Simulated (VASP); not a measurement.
# BN (F-43m) in VASP: notebook, part 2 of 2

VASP 6.6.1.

## (4) Dielectric tensor, LDA

INCAR reads:

```
SYSTEM = BN
  PREC = Accurate
  ENCUT = 280
  EDIFF = 1E-8
  ISMEAR = 0
  SIGMA = 0.01
  LREAL = .FALSE.
  LASPH = .TRUE.
  NELM = 100
  ALGO = Normal
  ISIF = 2
  LWAVE = .FALSE.
  LCHARG = .FALSE.
  GGA = CA
  LEPSILON = .TRUE.
```

KPOINTS reads:

```
Automatic mesh
0
G
  10 10 10
  0 0 0
```

POSCAR reads:

```
BN
1.0
    0.0000000000      1.8130010000      1.8130010000
    1.8130010000      0.0000000000      1.8130010000
    1.8130010000      1.8130010000      0.0000000000
N B
1 1
Direct
    0.2500000000      0.2500000000      0.2500000000
    0.0000000000      0.0000000000      0.0000000000
```

Potentials or basis: VASP PAW LDA potentials, release 64 (N, B).

Started as:

```sh
$ cat potpaw_LDA.64/N/POTCAR potpaw_LDA.64/B/POTCAR > POTCAR
$ mpirun -np 1 vasp_std > vasp.out
```

OUTCAR:

```text
SYSTEM = BN
   PREC = Accurate
   ENCUT = 280
   EDIFF = 1E-8
   ISMEAR = 0
   LREAL = .FALSE.
   LASPH = .TRUE.
   NELM = 100
   ISIF = 2
   GGA = CA
   LEPSILON = .TRUE.

 Found     47 irreducible k-points:

 Following reciprocal coordinates:
            Coordinates               Weight
  0.000000  0.000000  0.000000      1.000000
  0.100000  0.000000  0.000000      8.000000
  0.200000  0.000000  0.000000      8.000000
  0.300000  0.000000  0.000000      8.000000
  0.400000  0.000000  0.000000      8.000000
  0.500000  0.000000  0.000000      4.000000
   k-points           NKPTS =     47   k-points in BZ     NKDIM =     47   number of bands    NBANDS=      8
   number of dos      NEDOS =    301   number of ions     NIONS =      2
   total plane-waves  NPLWV =   2744
   dimension x,y,z NGX =    14 NGY =   14 NGZ =   14
   dimension x,y,z NGXF=    28 NGYF=   28 NGZF=   28
   ions per type =               1   1
   NGX,Y,Z   is equivalent  to a cutoff of   9.08,  9.08,  9.08 a.u.
   NGXF,Y,Z  is equivalent  to a cutoff of  18.15, 18.15, 18.15 a.u.
 SYSTEM =  BN
   PREC   = accura    normal or accurate (medium, high low for compatibility)
   ISTART =      0    job   : 0-new  1-cont  2-samecut
   ICHARG =      2    charge: 1-file 2-atom 10-const
   ISPIN  =      1    spin polarized calculation?
   LNONCOLLINEAR =      F non collinear calculations
   LSORBIT =      F    spin-orbit coupling
   LASPH  =      T    aspherical Exc in radial PAW
   ENCUT  =  280.0 eV  20.58 Ry    4.54 a.u.   3.50  3.50  3.50*2*pi/ulx,y,z
   NELM   =    100;   NELMIN=  2; NELMDL= -5     # of ELM steps
   EDIFF  = 0.1E-07   stopping-criterion for ELM
   LREAL  =      F    real-space projection
   EDIFFG = 0.1E-06   stopping-criterion for IOM
   NSW    =      0    number of steps for IOM
   IBRION =     -1    ionic relax: 0-MD 1-quasi-New 2-CG
   NFREE  =      0    steps in history (QN), initial steepest desc. (CG)
   ISIF   =      2    stress and relaxation
   ISYM   =      2    0-nonsym 1-usesym 2-fastsym
   POTIM  = 0.5000    time-step for ionic-motion
   TEBEG  =    0.0;   TEEND  =   0.0 temperature during run
   PSTRESS=    0.0 pullay stress
   NELECT =       8.0000    total number of electrons
   NUPDOWN=      -1.0000    fix difference up-down
   EMIN   =  10.00;   EMAX   =-10.00  energy-range for DOS
   EFERMI =   0.00;   METHOD = LEGACY
   ISMEAR =     0;   SIGMA  =   0.01  broadening in eV -4-tet -1-fermi 0-gaus
   EFERMI_NEDOS =   21; number of points for ismear=-14 and -15
   IALGO  =     38    algorithm
   IMIX   =      4    mixing-type and parameters
     AMIX     =   0.40;   BMIX     =  1.00
     AMIX_MAG =   1.60;   BMIX_MAG =  1.00
  volume/ion in A,a.u.               =       5.96        40.22
  Fermi-wavevector in a.u.,A,eV,Ry     =   1.433387  2.708709 27.954506  2.054598
  Thomas-Fermi vector in A             =   2.552911
   LORBIT       =      0    0 simple, 1 ext, 2 COOP (PROOUT), +10 PAW based schemes
   GGA     = CA    functional components
   LHFCALC =     F    Hartree Fock is set to
   AEXX    =    0.0000 exact exchange contribution
   IVDW    =     0    specifies the selected vdW correction
   LEPSILON=     T    determine dielectric tensor
   LRPA    =     F    only Hartree local field effects (RPA)
 non-spin polarized calculation
 Gauss-broadening in eV      SIGMA  =   0.01
  energy-cutoff  :      280.00
[... 80 lines left out ...]
      8      22.5907      0.00000

 [... further k-points ...]

  FORCE on cell =-STRESS in cart. coord.  units (eV):
  Direction    XX          YY          ZZ          XY          YZ          ZX
  --------------------------------------------------------------------------------------
  -------------------------------------------------------------------------------------
  Total       -4.6907427     -4.6907427     -4.6907427      0.0000000      0.0000000      0.0000000
  in kB     -630.5623941   -630.5623941   -630.5623941      0.0000000      0.0000000      0.0000000
  external PRESSURE =    -630.5623941 kB  Pullay stress =       0.0000000 kB

 VOLUME and BASIS-vectors are now :
 -----------------------------------------------------------------------------
  energy-cutoff  :      280.00
  volume of cell :       11.92
      direct lattice vectors                 reciprocal lattice vectors
     0.000000000  1.813001000  1.813001000    -0.275785838  0.275785838  0.275785838
     1.813001000  0.000000000  1.813001000     0.275785838 -0.275785838  0.275785838
     1.813001000  1.813001000  0.000000000     0.275785838  0.275785838 -0.275785838

 POSITION                                       TOTAL-FORCE (eV/Angst)
 -----------------------------------------------------------------------------------
      0.90650      0.90650      0.90650        -0.000000     -0.000000     -0.000000
      0.00000      0.00000      0.00000         0.000000      0.000000      0.000000
 -----------------------------------------------------------------------------------
    total drift:                               -0.000001     -0.000001     -0.000001

  FREE ENERGIE OF THE ION-ELECTRON SYSTEM (eV)
  ---------------------------------------------------
  free  energy   TOTEN  =       -19.3980864321 eV

  energy  without entropy=      -19.3980864321  energy(sigma->0) =      -19.39808643

 HEAD OF MICROSCOPIC STATIC DIELECTRIC TENSOR (INDEPENDENT PARTICLE, excluding Hartree and local field effects)
 ------------------------------------------------------
           4.762091     0.000000    -0.000000
          -0.000000     4.762091     0.000000
           0.000000     0.000000     4.762091
 ------------------------------------------------------

 Free energy of the ion-electron system (eV)
  ---------------------------------------------------
  ---------------------------------------------------
  free energy    TOTEN  =        -0.12613054 eV

  energy without entropy =       -0.12613054

------------------------ aborting loop because EDIFF is reached ----------------------------------------

--------------------------------------- Ionic step        2  -------------------------------------------

------------------------ aborting loop because EDIFF is reached ----------------------------------------

--------------------------------------- Ionic step        3  -------------------------------------------

 Free energy of the ion-electron system (eV)
  ---------------------------------------------------
  ---------------------------------------------------
  free energy    TOTEN  =        -0.12613047 eV

  energy without entropy =       -0.12613047

------------------------ aborting loop because EDIFF is reached ----------------------------------------

 PIEZOELECTRIC TENSOR FIELD DIRECTION 3  (e Angst)
 -----------------------------------------------------------------------------
    -0.00029 -0.71795  0.00000           ( -0.00000 -0.01361  0.00000)
    -0.71795 -0.00029  0.00000           ( -0.01361 -0.00000  0.00000)
     0.00000  0.00000  0.00021           (  0.00000  0.00000 -0.00000)

 PIEZOELECTRIC TENSOR FIELD DIRECTION 3  (C/m^2)
 -----------------------------------------------------------------------------
    -0.00039 -0.96512  0.00000
    -0.96512 -0.00039  0.00000
     0.00000  0.00000  0.00028

 MACROSCOPIC STATIC DIELECTRIC TENSOR (including local field effects in DFT)
 ------------------------------------------------------
           4.605939     0.000000     0.000000
           0.000000     4.605939    -0.000000
           0.000000     0.000000     4.605939
 ------------------------------------------------------

 PIEZOELECTRIC TENSOR (including local field effects)  for field in x, y, z        (e  Angst)
          XX          YY          ZZ          XY          YZ          ZX
  --------------------------------------------------------------------------------
  x    -0.00000    -0.00000    -0.00000     0.00000    -0.71862     0.00000
  y     0.00000     0.00000     0.00000     0.00000     0.00000    -0.71862
  z    -0.00000    -0.00000     0.00000    -0.71862     0.00000     0.00000

 PIEZOELECTRIC TENSOR (including local field effects)  for field in x, y, z        (C/m^2)
          XX          YY          ZZ          XY          YZ          ZX
  --------------------------------------------------------------------------------
  x    -0.00000    -0.00000    -0.00000     0.00000    -0.96602     0.00000
  y     0.00000     0.00000     0.00000     0.00000     0.00000    -0.96602
  z    -0.00000    -0.00000     0.00000    -0.96602     0.00000     0.00000

 BORN EFFECTIVE CHARGES (including local field effects) (in |e|, cummulative output)
 ---------------------------------------------------------------------------------
 ion    1
    1    -1.85122     0.00000     0.00000
    2     0.00000    -1.85122     0.00000
    3     0.00000     0.00000    -1.85122
 ion    2
    1     1.85122    -0.00000    -0.00000
    2     0.00000     1.85122     0.00000
    3    -0.00000     0.00000     1.85122
```

stdout:

```text
POSCAR found type information on POSCAR N B
 POSCAR found :  2 types and       2 ions
 scaLAPACK will be used
 LDA part: xc-table for (Slater(with rela. corr.)+CA(PZ))
 , standard interpolation
 POSCAR, INCAR and KPOINTS ok, starting setup
 FFT: planning ... GRIDC
 FFT: planning ... GRID_SOFT
 FFT: planning ... GRID
 WAVECAR not read
 entering main loop
 Linear response reoptimize wavefunctions to high precision
 Linear response G [H, r] |phi>, progress :
  Direction:   1
 Linear response G [H, r] |phi>, progress :
  Direction:   2
 Linear response G [H, r] |phi>, progress :
  Direction:   3
 Linear response to external field (no local field effect), progress :
  Direction:   1
 dielectric tensor                  component  1 :     5.461     1.899     0.496
 Linear response to external field (no local field effect), progress :
  Direction:   2
 dielectric tensor                  component  2 :     1.898     5.454    -0.628
 Linear response to external field (no local field effect), progress :
  Direction:   3
 dielectric tensor                  component  3 :     0.496    -0.628     3.370
 Linear response to external field, progress :
  Direction:   1
 dielectric tensor                  component  1 :     4.606     0.696     0.449
 Linear response to external field, progress :
  Direction:   2
 dielectric tensor                  component  2 :     0.576     4.606     0.410
 Linear response to external field, progress :
  Direction:   3
 dielectric tensor                  component  3 :     0.466     0.679     4.606
 Born effective charges drift removed
```

Wall time 19 s (1 thread of AMD EPYC 9R45 (Zen 5), shared host); peak memory 0.08 GiB.

The run converged, but a check on its numbers failed (symmetry, net force, bounds or a known fault of this set-up), so they aren't taken as properties of the crystal.

Caveat: the cutoff lies under the usual one of these potentials, so the numbers hold a large basis-set error.

## (5) For comparison

An earlier run on the cell as given: functional PBEsol; potentials or basis VASP PAW PBE potentials, release 64 (N, B); cutoff 520 eV; k mesh 13 × 13 × 13; occupations fermi-dirac, width 0.05 eV; no spin polarisation.

* Pressure: -5.7 GPa
* Band gap on the k mesh: 4.34 eV, indirect (least direct gap 8.72 eV)
